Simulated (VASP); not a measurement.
VASP input:

**POSCAR**
```
CuInS2
1
   -2.7600000000     2.7600000000     5.5650000000
    2.7600000000    -2.7600000000     5.5650000000
    2.7600000000     2.7600000000    -5.5650000000
In Cu S
2 2 4
Direct
  0.4980880000   0.5016170000  -0.0015970000
  0.2514800000   0.7488260000   0.5004740000
  0.0031080000   0.0039570000   0.0038410000
  0.7497800000   0.2417450000   0.4955460000
  0.8817420000   0.8975950000   0.5290190000
  0.1022630000   0.6293500000   0.9852630000
  0.3694780000   0.3542700000   0.4720370000
  0.6440620000   0.1226400000   0.0154160000
```

### KPOINTS
```
Automatic mesh
0
Gamma
3 3 4
0.5 0.5 0.5
```

**INCAR**
```
# general
SYSTEM  = CuInS2
PREC    = Accurate
ENCUT   = 300   # plane-wave cut-off (eV)
LREAL   = F
LASPH   = T

# electronic loop
EDIFF   = 1E-6   # SCF stop (eV)
NELM    = 100   # most electronic steps
ALGO    = Normal   # blocked Davidson
LMAXMIX = 4

# smearing
ISMEAR  = 0
SIGMA   = 0.02   # width (eV)

# functional
GGA     = PE   # PBE

# ions
ISIF    = 2

# output
LWAVE   = F
LCHARG  = F
```

POTCAR, in this order: In_d Cu S (PBE.64 set). Program: vasp_std.

Q: Translate this PBE calculation to Ansatz.

A: One equivalent input (not run):
Ansatz 0.2 input:
```yaml
crystal:
  lattice:
    - [-2.7600000, 2.7600000, 5.5650000]
    - [2.7600000, -2.7600000, 5.5650000]
    - [2.7600000, 2.7600000, -5.5650000]
  atoms:
    - { symbol: In, position: [0.4980880, 0.5016170, -0.0015970] }
    - { symbol: In, position: [0.2514800, 0.7488260, 0.5004740] }
    - { symbol: Cu, position: [0.0031080, 0.0039570, 0.0038410] }
    - { symbol: Cu, position: [0.7497800, 0.2417450, 0.4955460] }
    - { symbol: S, position: [0.8817420, 0.8975950, 0.5290190] }
    - { symbol: S, position: [0.1022630, 0.6293500, 0.9852630] }
    - { symbol: S, position: [0.3694780, 0.3542700, 0.4720370] }
    - { symbol: S, position: [0.6440620, 0.1226400, 0.0154160] }
kpoints:
  mp_grid: { grid: [3, 3, 4], shift: [0.5, 0.5, 0.5] }
hamiltonian:
  xc: pbe
  pseudopotentials: { kind: paw }
scf:
  occupations: { method: gaussian, width: 0.02 }
  max_iter: 100
output: { forces: true, stress: true, eigenvalues: true }
```
What does not carry over: each code has its own PAW files, so the cut-off isn't converted (ENCUT is set for VASP's; basis.ecutwfc is left out, and Ansatz then takes the one that its files recommend); Ansatz stops its SCF on the density residual and VASP on the energy change (EDIFF).

The structure is a typed CuInS2 crystal. The cell was not relaxed at this level, atoms are displaced from their ideal sites. The k-mesh is coarse (spacing up to 0.42 per Å, 2π included), so the numbers may not be converged in it.
